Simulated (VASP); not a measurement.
# MgS (F-43m) in VASP: a series of runs

The runs below take MgS through single point, with LDA.

Everything below comes from runs of VASP 6.6.1. Logs are shortened: lines on timing, memory, paths and dates and some standing lists are left out, and cuts for length are marked.

### 1 Starting point

The structure is cubic, space group F-43m (No. 216). The conventional cell has a = 5.666 Å, b = 5.666 Å, c = 5.666 Å, α = 90.00°, β = 90.00°, γ = 90.00°. S (site symmetry -43m) is surrounded by 4 Mg at 2.45 Å. Around Mg (site symmetry -43m) lie 4 S at 2.45 Å.

The cell comes from a database or a generator and needn't be the stable form of this composition.

### 2 Single point, LDA

File INCAR:

```
  ADDGRID = False
  ALGO = Normal
  EDIFF = 1E-6
  ENCUT = 450
  GGA = CA
  ISIF = 2
  ISMEAR = 0
  LASPH = True
  LCHARG = False
  LREAL = False
  LWAVE = False
  NELM = 100
  PREC = Normal
  SIGMA = 0.05
```

File KPOINTS:

```
k-points
0
Gamma
  5 5 5
```

File POSCAR:

```
MgS
1.0
    0.0000000000      2.8331200468      2.8331200468
    2.8331200468      0.0000000000      2.8331200468
    2.8331200468      2.8331200468      0.0000000000
S Mg
1 1
Direct
    0.2346630000      0.2748010000      0.2357280000
   -0.0216520000      0.0237760000     -0.0317750000
```

Potentials or basis: VASP PAW LDA potentials, release 64 (S, Mg).

Launch:

```sh
cat potpaw_LDA.64/S/POTCAR potpaw_LDA.64/Mg/POTCAR > POTCAR
mpirun -np 1 vasp_std > vasp.out
```

OUTCAR:

```text
EDIFF = 1E-6
   ENCUT = 450
   GGA = CA
   ISIF = 2
   ISMEAR = 0
   LASPH = True
   LREAL = False
   NELM = 100
   PREC = Normal

 Found     63 irreducible k-points:

 Following reciprocal coordinates:
            Coordinates               Weight
  0.000000  0.000000  0.000000      1.000000
  0.200000  0.000000  0.000000      2.000000
  0.000000  0.200000  0.000000      2.000000
  0.000000  0.000000  0.200000      2.000000
  0.200000  0.200000  0.200000      2.000000
  0.400000  0.000000  0.000000      2.000000
   k-points           NKPTS =     63   k-points in BZ     NKDIM =     63   number of bands    NBANDS=      8
   number of dos      NEDOS =    301   number of ions     NIONS =      2
   total plane-waves  NPLWV =  13824
   dimension x,y,z NGX =    24 NGY =   24 NGZ =   24
   dimension x,y,z NGXF=    48 NGYF=   48 NGZF=   48
   ions per type =               1   1
   NGX,Y,Z   is equivalent  to a cutoff of   9.96,  9.96,  9.96 a.u.
   NGXF,Y,Z  is equivalent  to a cutoff of  19.92, 19.92, 19.92 a.u.
 SYSTEM =  unknown system
   PREC   = normal    normal or accurate (medium, high low for compatibility)
   ISTART =      0    job   : 0-new  1-cont  2-samecut
   ICHARG =      2    charge: 1-file 2-atom 10-const
   ISPIN  =      1    spin polarized calculation?
   LNONCOLLINEAR =      F non collinear calculations
   LSORBIT =      F    spin-orbit coupling
   LASPH  =      T    aspherical Exc in radial PAW
   ENCUT  =  450.0 eV  33.07 Ry    5.75 a.u.   6.93  6.93  6.93*2*pi/ulx,y,z
   NELM   =    100;   NELMIN=  2; NELMDL= -5     # of ELM steps
   EDIFF  = 0.1E-05   stopping-criterion for ELM
   LREAL  =      F    real-space projection
   EDIFFG = 0.1E-04   stopping-criterion for IOM
   NSW    =      0    number of steps for IOM
   IBRION =     -1    ionic relax: 0-MD 1-quasi-New 2-CG
   NFREE  =      0    steps in history (QN), initial steepest desc. (CG)
   ISIF   =      2    stress and relaxation
   ISYM   =      2    0-nonsym 1-usesym 2-fastsym
   POTIM  = 0.5000    time-step for ionic-motion
   TEBEG  =    0.0;   TEEND  =   0.0 temperature during run
   PSTRESS=    0.0 pullay stress
   NELECT =       8.0000    total number of electrons
   NUPDOWN=      -1.0000    fix difference up-down
   EMIN   =  10.00;   EMAX   =-10.00  energy-range for DOS
   EFERMI =   0.00;   METHOD = LEGACY
   ISMEAR =     0;   SIGMA  =   0.05  broadening in eV -4-tet -1-fermi 0-gaus
   EFERMI_NEDOS =   21; number of points for ismear=-14 and -15
   IALGO  =     38    algorithm
   IMIX   =      4    mixing-type and parameters
     AMIX     =   0.40;   BMIX     =  1.00
     AMIX_MAG =   1.60;   BMIX_MAG =  1.00
  volume/ion in A,a.u.               =      22.74       153.46
  Fermi-wavevector in a.u.,A,eV,Ry     =   0.917269  1.733386 11.447692  0.841382
  Thomas-Fermi vector in A             =   2.042218
   LORBIT       =      0    0 simple, 1 ext, 2 COOP (PROOUT), +10 PAW based schemes
   GGA     = CA    functional components
   LHFCALC =     F    Hartree Fock is set to
   AEXX    =    0.0000 exact exchange contribution
   IVDW    =     0    specifies the selected vdW correction
   LEPSILON=     F    determine dielectric tensor
   LRPA    =     F    only Hartree local field effects (RPA)
 non-spin polarized calculation
 Gauss-broadening in eV      SIGMA  =   0.05
  energy-cutoff  :      450.00
  volume of cell :       45.48
 maximum number of plane-waves:       990
   NGX = 13   NGY = 13   NGZ = 13

 number of electron       8.0000000 magnetization

 Free energy of the ion-electron system (eV)
  ---------------------------------------------------
  ext. energy  EPLUGINS =         0.00000000
  ---------------------------------------------------
  free energy    TOTEN  =        -9.35535714 eV

  energy without entropy =       -9.35535714  energy(sigma->0) =       -9.35535714

 E-fermi :   1.2366     XC(G=0):  -8.7514

 val. band max:        1.0022087181   @ k =   0.0000   0.0000   0.0000
 cond. band min:       4.0598666811   @ k =   0.0000   0.0000   0.0000
 fundamental gap:      3.0576579630
 Fermi energy:         1.2365923995

 k-point     1 :       0.0000    0.0000    0.0000
  band No.  band energies     occupation
      1     -10.3496      2.00000
      2       0.7842      2.00000
      3       0.8578      2.00000
      4       1.0022      2.00000
      5       4.0599      0.00000
      6       8.6349      0.00000
      7       8.6402      0.00000
      8       8.6611      0.00000

 k-point     2 :       0.2000    0.0000    0.0000
  band No.  band energies     occupation
      1     -10.1325      2.00000
      2      -0.5807      2.00000
      3       0.6858      2.00000
      4       0.8586      2.00000
      5       5.3278      0.00000
      6       8.3520      0.00000
      7       8.8745      0.00000
      8       9.0045      0.00000

 k-point     3 :       0.0000    0.2000    0.0000
  band No.  band energies     occupation
      1     -10.1331      2.00000
      2      -0.5608      2.00000
      3       0.6695      2.00000
      4       0.8510      2.00000
      5       5.3304      0.00000
      6       8.3507      0.00000
      7       8.8649      0.00000
      8       8.9931      0.00000

 k-point     4 :       0.0000    0.0000    0.2000
  band No.  band energies     occupation
      1     -10.1312      2.00000
      2      -0.6214      2.00000
      3       0.7301      2.00000
      4       0.8636      2.00000
      5       5.3225      0.00000
      6       8.3611      0.00000
      7       8.9138      0.00000
      8       9.0043      0.00000

 k-point     5 :       0.2000    0.2000    0.2000
  band No.  band energies     occupation
      1     -10.1362      2.00000
      2      -0.4621      2.00000
      3       0.6651      2.00000
      4       0.7361      2.00000
      5       5.3430      0.00000
      6       8.3692      0.00000
      7       8.8351      0.00000
      8       8.8972      0.00000

 k-point     6 :       0.4000    0.0000    0.0000
  band No.  band energies     occupation
      1      -9.7270      2.00000
      2      -2.1152      2.00000
      3       0.5069      2.00000
      4       0.6751      2.00000
      5       5.7638      0.00000
      6       8.3752      0.00000
      7       8.5580      0.00000
      8       9.0802      0.00000

 [... further k-points ...]

------------------------ aborting loop because EDIFF is reached ----------------------------------------

  FORCE on cell =-STRESS in cart. coord.  units (eV):
  Direction    XX          YY          ZZ          XY          YZ          ZX
  --------------------------------------------------------------------------------------
  -------------------------------------------------------------------------------------
  Total       -0.6643029     -0.6808803     -0.6425142     -0.0614045     -0.2704347     -0.3575085
  in kB      -23.4019380    -23.9859210    -22.6343674     -2.1631452     -9.5268237    -12.5942405
  external PRESSURE =     -23.3407421 kB  Pullay stress =       0.0000000 kB

 VOLUME and BASIS-vectors are now :
 -----------------------------------------------------------------------------
  energy-cutoff  :      450.00
  volume of cell :       45.48
      direct lattice vectors                 reciprocal lattice vectors
     0.000000000  2.833120047  2.833120047    -0.176483874  0.176483874  0.176483874
     2.833120047  0.000000000  2.833120047     0.176483874 -0.176483874  0.176483874
     2.833120047  2.833120047  0.000000000     0.176483874  0.176483874 -0.176483874

 POSITION                                       TOTAL-FORCE (eV/Angst)
 -----------------------------------------------------------------------------------
      1.44639      1.33267      1.44337        -0.256671     -0.341027     -0.046470
      2.81046      5.51487      2.83914         0.256671      0.341027      0.046470
 -----------------------------------------------------------------------------------
    total drift:                                0.000037      0.000087      0.000007

  FREE ENERGIE OF THE ION-ELECTRON SYSTEM (eV)
  ---------------------------------------------------
  free  energy   TOTEN  =        -9.3553571371 eV

  energy  without entropy=       -9.3553571371  energy(sigma->0) =       -9.35535714
```

It used 5.7 s of CPU time on 1 thread of Intel(R) Xeon(R) Platinum 8559C (Emerald Rapids), on a shared host, which was overloaded at the time.

The run converged, but some of its settings lie outside the range that counts as converged, so its numbers aren't taken as properties of the crystal.

Results:

* Free energy: -9.3554 eV
* Pressure: -2.3 GPa
* Largest force: 0.429 eV/Å
* Band gap on the k mesh: 3.06 eV, direct

### 3 Single point, LDA

Edit INCAR of step 2 so:

```diff
@@ -9,6 +9,6 @@
   LCHARG = False
-  LREAL = False
+  LREAL = Auto
   LWAVE = False
   NELM = 100
-  PREC = Normal
+  PREC = Accurate
   SIGMA = 0.05
```

KPOINTS is that of step 2.

File POSCAR:

```
MgS
1.0
    0.0000000000      2.8331200468      2.8331200468
    2.8331200468      0.0000000000      2.8331200468
    2.8331200468      2.8331200468      0.0000000000
S Mg
1 1
Direct
    0.2500000000      0.2500000000      0.2500000000
    0.0000000000      0.0000000000      0.0000000000
```

Potentials or basis: VASP PAW LDA potentials, release 64 (S, Mg).

Launch:

```sh
cat potpaw_LDA.64/S/POTCAR potpaw_LDA.64/Mg/POTCAR > POTCAR
mpirun -np 1 vasp_std > vasp.out
```

OUTCAR:

```text
EDIFF = 1E-6
   ENCUT = 450
   GGA = CA
   ISIF = 2
   ISMEAR = 0
   LASPH = True
   LREAL = Auto
   NELM = 100
   PREC = Accurate

 Found     10 irreducible k-points:

 Following reciprocal coordinates:
            Coordinates               Weight
  0.000000  0.000000  0.000000      1.000000
  0.200000  0.000000  0.000000      8.000000
  0.400000  0.000000  0.000000      8.000000
  0.200000  0.200000  0.000000      6.000000
  0.400000  0.200000  0.000000     24.000000
[... 143 lines left out ...]
------------------------ aborting loop because EDIFF is reached ----------------------------------------

  FORCE on cell =-STRESS in cart. coord.  units (eV):
  Direction    XX          YY          ZZ          XY          YZ          ZX
  --------------------------------------------------------------------------------------
  -------------------------------------------------------------------------------------
  Total       -0.7096645     -0.7096645     -0.7096645     -0.0000000      0.0000000      0.0000000
  in kB      -24.9999282    -24.9999282    -24.9999282     -0.0000000      0.0000000      0.0000000
  external PRESSURE =     -24.9999282 kB  Pullay stress =       0.0000000 kB

 VOLUME and BASIS-vectors are now :
 -----------------------------------------------------------------------------
  energy-cutoff  :      450.00
  volume of cell :       45.48
      direct lattice vectors                 reciprocal lattice vectors
     0.000000000  2.833120047  2.833120047    -0.176483874  0.176483874  0.176483874
     2.833120047  0.000000000  2.833120047     0.176483874 -0.176483874  0.176483874
     2.833120047  2.833120047  0.000000000     0.176483874  0.176483874 -0.176483874

 POSITION                                       TOTAL-FORCE (eV/Angst)
 -----------------------------------------------------------------------------------
      1.41656      1.41656      1.41656         0.000000      0.000000      0.000000
      0.00000      0.00000      0.00000        -0.000000     -0.000000     -0.000000
 -----------------------------------------------------------------------------------
    total drift:                                0.000000      0.000000      0.000000

  FREE ENERGIE OF THE ION-ELECTRON SYSTEM (eV)
  ---------------------------------------------------
  free  energy   TOTEN  =        -9.3751450842 eV

  energy  without entropy=       -9.3751450842  energy(sigma->0) =       -9.37514508
```

stdout:

```text
POSCAR found type information on POSCAR S Mg
 POSCAR found :  2 types and       2 ions
 scaLAPACK will be used
 -----------------------------------------------------------------------------
|                                                                             |
|                                                                             |
|     You have a (more or less) 'small supercell' and for smaller cells       |
|     it is recommended to use the reciprocal-space projection scheme!        |
|     The real-space optimization is not efficient for small cells and it     |
|     is also less accurate ...                                               |
|     Therefore, set LREAL=.FALSE. in the INCAR file.                         |
|                                                                             |
 -----------------------------------------------------------------------------

 LDA part: xc-table for (Slater(with rela. corr.)+CA(PZ))
 , standard interpolation
 POSCAR, INCAR and KPOINTS ok, starting setup
 FFT: planning ... GRIDC
 FFT: planning ... GRID_SOFT
 FFT: planning ... GRID
 WAVECAR not read
 entering main loop
```

It used 4.5 s of CPU time on 1 thread of Intel(R) Xeon(R) Platinum 8559C (Emerald Rapids), with other jobs on the host, which was overloaded at the time.

These settings aren't checked as converged: the numbers below hold their error.

Results:

* Free energy: -9.3751 eV
* Pressure: -2.5 GPa
* Band gap on the k mesh: 3.18 eV, direct

[end of part 1 of 2]
